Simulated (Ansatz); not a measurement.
The system is Li2S.

```
S Li
1.0
     0.00000    2.84450    2.84450
     2.84450    0.00000    2.84450
     2.84450    2.84450    0.00000
S Li
1 2
Direct
  0.00000 0.00000 0.00000
  0.75000 0.75000 0.75000
  0.25000 0.25000 0.25000
```

Base run:

* Program: Ansatz 0.2.0
* Functional: RPBE
* Potentials or basis: Ansatz PAW
* Cutoff: 420 eV (not typed: the program's choice for these potentials)
* k mesh: 5 × 5 × 5
* Occupations: fermi-dirac, width 0.05 eV
* Spin: no spin polarisation

Its results: band gap on the k mesh 3.83 eV, indirect (least direct gap 4.47 eV); pressure 2.1 GPa.

Problem. After a change of settings the same cell gave: band gap on the k mesh 3.67 eV, indirect (least direct gap 4.29 eV); pressure 0.4 GPa. Which change was it?
A. functional from RPBE to PBE
B. functional from RPBE to BLYP
C. functional from RPBE to PBE; k mesh from 5 × 5 × 5 to 8 × 8 × 8
D. functional from RPBE to revPBE

Solution. A.

PBE binds more tightly than RPBE, so the same cell stands under less pressure.

Caveats: odd divisions of the mesh miss points on the zone boundary, where band edges often lie, so the gap on the mesh can be too wide; the density of states is complete only up to the lowest level of the last band computed; the PAW data sets come from PBE, with cores solved anew for the run's functional, which leaves a small shift of forces and pressure (some runs).
